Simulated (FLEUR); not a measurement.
Fe under changes of volume

One of the cells (12.019 Å³/atom); the others are scaled copies at fixed shape and fractional positions:

```xyz
1
Lattice="-1.4430 1.4430 1.4430 1.4430 -1.4430 1.4430 1.4430 1.4430 -1.4430" Properties=species:S:1:pos:R:3 pbc="T T T"
Fe    0.0000    0.0000    0.0000
```

```yaml
Program: FLEUR MaX-R8.1 (later development tree)
Functional: LDA
Potentials_or_basis: all-electron
Basis: FLAPW
Kmax: 4.58 1/bohr
k_mesh: 13 × 13 × 13
Occupations: fermi-dirac, width 0.05 eV
Spin: collinear spin, ferromagnetic start
Starting_moments: "[3.0] μB"
```

```csv
volume (Å³/atom),energy over the lowest point (meV/atom),moment (μB per cell)
11.298,0.00,2.09
11.538,29.43,2.13
12.019,?,?
12.499,184.41,2.33
12.740,228.33,2.40
```

Q: What does the run at 12.019 Å³/atom give?

A: Energy over the lowest point 101.31 meV/atom; moment 2.21 μB per cell.

Worked out: A Birch-Murnaghan fit of order 2 (a polynomial in V^(-2/3)) to the other rows has no minimum within the range. It gives 101.23 meV/atom at 12.019 Å³/atom, against the run's 101.31. A parabola through the other rows of the moment, of slope 0.213 μB per Å³/atom there, gives 2.22 μB, against the run's 2.21.

Energies are extrapolated to zero smearing.
